Selenium in this hcp cell is far from a close packing of spheres. In the LDA cell each atom has six neighbours at about 2.8 Å and six more at about 3.5 Å, and the crystal is a metal at every volume in the table. Ordinary selenium is a semiconductor built of chains, so the curves describe a model crystal and not the everyday element. Volume scale 1 means the relaxed cell of each functional, and these cells differ in size.

Se in the hcp structure, with the relaxed cell of each functional scaled uniformly (scale 1: LDA 20.60, RPBE 23.08, PBEsol 21.02 Å³/atom). Ansatz 0.2.0, scalar-relativistic plane-wave PAW, cutoff 420 eV, k mesh 12×12×9 (RPBE 11×11×9), no spin polarisation. Energies are at zero smearing, relative to scale 1; pressures, positive in compression, are at 0.1 eV Fermi-Dirac smearing.

```
volume scale  energy change, LDA (meV/atom)  pressure, LDA (GPa)  energy change, RPBE (meV/atom)  pressure, RPBE (GPa)  energy change, PBEsol (meV/atom)  pressure, PBEsol (GPa)
        0.88                           91.4                13.68                            73.8                  9.91                              88.0                   12.92
        0.92                           36.7                 8.04                            29.4                  5.81                              35.3                    7.59
        0.96                            7.9                 3.50                             6.2                  2.52                               7.5                    3.30
           1                            0.0                -0.16                             0.0                 -0.11                               0.0                   -0.17
        1.04                            9.1                -3.13                             7.4                 -2.20                               8.8                   -2.96
        1.08                           31.9                -5.51                            25.6                 -3.87                              30.8                   -5.20
        1.12                           65.7                -7.43                            52.4                 -5.19                              63.5                   -6.99
```

### 1. Does it cost more to squeeze the crystal or to stretch it?

For volume changes of 8% and 12%, squeezing costs more with each of the three functionals. In LDA the energy change at scale 0.88 is 1.4 times that at scale 1.12, although the volume changes by the same amount. When atoms are pushed together, the repulsion between their electron clouds rises steeply. When they are pulled apart, the bonding fades gradually, so the curve flattens on that side.

The smallest step is an exception: in LDA scale 0.96 costs 7.9 meV and scale 1.04 costs 9.1 meV, and the other two functionals show the same order. The minimum of the printed energy lies slightly below scale 1, because the cell there is still under a small tension and because the printed energies leave out the electronic entropy (question 7). For a small step this offset outweighs the asymmetry of the curve.

### 2. Which functional gives the stiffest crystal?

The measure is the bulk modulus, the rise in pressure divided by the relative loss of volume. Taken between scales 0.96 and 1.04, it is 83 GPa in LDA, 78 GPa in PBEsol and 59 GPa in RPBE. Each value belongs to the functional's own resting volume, which is smallest in LDA and largest in RPBE. The order of stiffness is therefore the reverse of the order of size.

### 3. Why is RPBE further below LDA in pressure than in energy?

At scale 0.88 the RPBE pressure is 72% of the LDA pressure, but the RPBE energy change is 81% of the LDA one. The energy is the pressure added up over the change of volume. A step of 12% takes more cubic ångströms from a large cell than from a small one, and this makes up for part of the lower pressure.

The argument can be put in numbers. A least-squares fit to all seven rows gives one factor, 0.7175, that turns LDA pressures into RPBE pressures at equal scale. The volumes at scale 1 have the ratio 23.08/20.60 = 1.120, so the factor for the energy should be 0.7175 × 1.120 = 0.804.

For scale 0.88 this gives 0.804 × 91.4 = 73.5 meV per atom, against 73.8 in the table. The pressure of this row was part of the fit, and its energy was not. The agreement is a check of consistency, because energy and pressure belong to the same curve. Measured in GPa, the single factor does worst at scale 1.12, where it misses the RPBE pressure by 3% of its value: RPBE loses slightly more stiffness on stretching than a scaled LDA curve would.

### 4. What changes if the crystals are compared at equal volume?

The picture turns round. LDA at scale 1.12 and RPBE at scale 1 have practically the same volume, about 23.1 Å³ an atom. There the LDA crystal is under a tension of 7.4 GPa, while the RPBE crystal is almost at rest. Seen from LDA, RPBE adds an outward push of about 7.3 GPa.

At the smaller volume of 20.3 Å³, which is RPBE at scale 0.88, the push is 8.9 GPa. This value needs LDA pressures between the rows, and they come from a third-order Birch–Murnaghan curve fitted to the seven LDA pressures. The RPBE curve is thus not the LDA curve moved up by a constant, since the push weakens as the crystal grows.

A weakening push adds stiffness. At a common volume of about 22.2 Å³ the bulk modulus is 71 GPa in RPBE and 60 GPa in LDA. At equal volume RPBE is thus the stiffer crystal, and it is the softer one when each is taken at its own resting volume. Its softness there comes from the larger cell, in which the bonds are already stretched.

Two springs side by side behave in the same way. The main spring, which stands for LDA, grows softer as it lengthens, and a second, compressed spring pushes it outward. At any given length the pair is stiffer than the main spring alone, yet it comes to rest at a greater length, where the main spring has become soft. The analogy covers the volume only, for a crystal can also change its shape.

### 5. Where does the push come from, and what would a weaker one do?

LDA judges the electron density point by point. Gradient-corrected functionals such as RPBE also reward a density that varies strongly in space. Squeezing atoms together fills the thin regions between them and evens out the density, so part of the reward is lost and the crystal resists. As the atoms move apart there is less overlap left to undo, and the push fades. This is the standard argument from theory; the table shows the push but does not divide it into its sources.

PBEsol is the test case for a weaker push, because its gradient correction is milder by design. At equal volume it adds only 1.6 to 1.9 GPa to the LDA pressure. Its cell is accordingly just 2% larger than that of LDA, and its bulk modulus is only slightly lower. For a similar functional the rule is that a stronger push gives a larger cell, and that the larger cell is softer at rest.

All three functionals were run with atomic datasets made for PBE, and the LDA and PBEsol runs carry a warning about this mismatch. Some of the push may therefore stem from the treatment of the atomic cores. There is also no dispersion term, which would draw the atoms together. The comparison shows how the functionals differ and leaves open which of them is closest to nature.

### 6. Would the answer survive if the cell could change its shape?

In these runs the cell keeps its proportions, and the crystal does not like it. At scale 0.88 the LDA stress is 18 GPa along the c axis but only 11.5 GPa across it. If the cell could change its shape at this volume, it would become relatively longer along c, and its energy would drop. The printed pressure is thus an average over directions and not the pressure of a fluid around the sample.

The relaxed cells fit this picture. The ratio c/a is 1.08 in the small LDA cell and 1.04 in the large RPBE cell, so the comparison at equal volume in question 4 mixes two shapes. The stresses allow an estimate of what LDA would give in the RPBE shape: its bulk modulus at the common volume would rise from 60 to about 63 GPa. That is still below the 71 GPa of RPBE, so by this estimate the order at equal volume does not come from the difference in shape. The push itself would be about 1 GPa smaller. If each cell were free to change its shape under pressure, both moduli would be expected to fall. By how much was not computed, so the order for free cells remains open.

### 7. Which digits can be trusted, and what would less smearing change?

Pressure added up over volume should return the energy. In LDA the sum from scale 0.88 to 1.12 is 28.2 meV per atom, whereas the energies at the two ends differ by 25.7 meV. The gap of 2.5 meV is no numerical error. The pressures hold at a smearing of 0.1 eV and include the entropy of the electrons, while the energies are those at zero smearing.

The energy at zero smearing lies above the free energy by half the entropy term, and the growth of this half accounts for the whole gap, in RPBE as well. The term grows on stretching, as expected when the bands become narrower and more states crowd near the Fermi level. The term goes with the square of the smearing, so half the smearing would cut the gap to about a quarter, or 0.6 meV. The pressures would then follow the slope of the printed energies more closely.

This agreement shows that energies and pressures belong together. It does not show that the k mesh and the cutoff are fine enough, and RPBE was run with a different k mesh from the other two. The difference of 0.4 meV between LDA and PBEsol at scale 0.96 should not carry a conclusion by itself. The small pressures at scale 1 show that the cells are not quite at rest in these runs; in LDA this corresponds to a volume error of 0.2%.

For practical use, two figures of the bulk moduli and of the larger pressures are enough, and each should be quoted with its volume. The printed output after this text gives the fits with their misses.

Output of the analysis:

```
LDA energy cost at scale 0.88 over that at 1.12 [ratio]: 1.391
Bulk modulus at scale 1, LDA [GPa]: 82.88
Bulk modulus at scale 1, PBEsol [GPa]: 78.25
Bulk modulus at scale 1, RPBE [GPa]: 59
One factor from LDA to RPBE pressure at equal scale [ratio]: 0.7175
Largest miss of that factor [GPa]: 0.1411
Energy factor that follows with the volume ratio [ratio]: 0.8039
Largest miss of the energy factor [meV/atom]: 0.4159
fit of pressure_LDA on 7 rows: coefficient of u**5 -0.1628 +/- 0.0048, coefficient of u**5*(u**2-1) 123.4 +/- 0.068, coefficient of u**5*(u**2-1)**2 30.41 +/- 1.3; rms 0.00653, worst 1.04 0.0124, leave-one-out rms 0.0157
RPBE less LDA pressure at equal volume, 20.31 and 23.08 cubic angstrom [GPa]: 8.875, 7.344
PBEsol less LDA pressure at equal volume, 18.50 and 21.02 cubic angstrom [GPa]: 1.924, 1.577
fit of sc*(szz - sxx) on 7 rows: constant -0.761 +/- 0.0062, coefficient of log(sc) -44.22 +/- 0.052, coefficient of log(sc)**2 50.6 +/- 0.73; rms 0.00813, worst 0.92 -0.0165, leave-one-out rms 0.0202
Estimated change of LDA pressure if given the RPBE shape, 20.31 and 23.08 cubic angstrom [GPa]: 1.197, 0.7551
Bulk modulus at 22.16 cubic angstrom, RPBE [GPa]: 71.04
Bulk modulus at 22.16 cubic angstrom, LDA [GPa]: 59.58
The same for LDA with the RPBE shape, estimate [GPa]: 62.91
LDA pressure integrated from scale 0.88 to 1.12 [meV/atom]: 28.24
LDA energy at 0.88 less that at 1.12 [meV/atom]: 25.7
LDA half entropy term, rise from 0.88 to 1.12 [meV/atom]: 2.506
RPBE integral less energy difference less entropy part [meV/atom]: -0.03552
Relaxed c/a, LDA [ratio]: 1.08
Relaxed c/a, PBEsol [ratio]: 1.076
Relaxed c/a, RPBE [ratio]: 1.039
Volume offset implied by the LDA pressure at scale 1 [percent]: -0.1931
```
